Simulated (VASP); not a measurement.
Runs of VASP 6.6.1 on MoS2. The cell holds a sheet with vacuum, 3 atoms: a = 3.161 Å, b = 3.161 Å, c = 21.130 Å, α = 90.00°, β = 90.00°, γ = 120.00°. The cell was built by a generator and needn't be a form met in nature.

| level | potentials or basis | gap on the mesh (eV) | largest force (eV/Å) |
| --- | --- | --- | --- |
| LDA | VASP PAW LDA potentials, release 64 (S, Mo_sv) | 1.99 | 0.49 |
| optB88-vdW | VASP PAW PBE potentials, release 64 (S, Mo_sv) | 1.98 | (b) |
| optB86b-vdW | VASP PAW PBE potentials, release 64 (S, Mo_sv) | 1.99 | 0.08 |
| PBEsol | VASP PAW PBE potentials, release 64 (S, Mo_sv) | 1.99 | 0.26 |
| vdW-DF2 | VASP PAW PBE potentials, release 64 (S, Mo_sv) | 1.98 | 1.03 |
| vdW-DF | VASP PAW PBE potentials, release 64 (S, Mo_sv) | 1.98 | (a) |
| PBE+TS | VASP PAW PBE potentials, release 64 (S, Mo_sv) | 1.99 | 0.05 |
| rev-vdW-DF2 | VASP PAW PBE potentials, release 64 (S, Mo_sv) | 1.99 | 0.09 |
| PBE+D4 | VASP PAW PBE potentials, release 64 (S, Mo_sv) | 1.99 | 0.05 |
| PBE | VASP PAW PBE potentials, release 64 (S, Mo_sv) | 1.99 | 0.09 |
| PBE+D3(BJ) | VASP PAW PBE potentials, release 64 (S, Mo_sv) | 1.99 | 0.01 |

Alike in all rows: task single point; no spin polarisation; cell as given; k mesh 8 × 8 × 1; cutoff (eV) 520; smearing fermi-dirac 0.05 eV.

Q: Estimate the missing entries.

A: (a) 0.60; (b) 0.27.

Caveats: the PAW data sets were made with another functional, which shifts forces and pressure a little (some runs).

A k mesh can miss the band edges, and the runs leave out spin-orbit coupling on Mo.
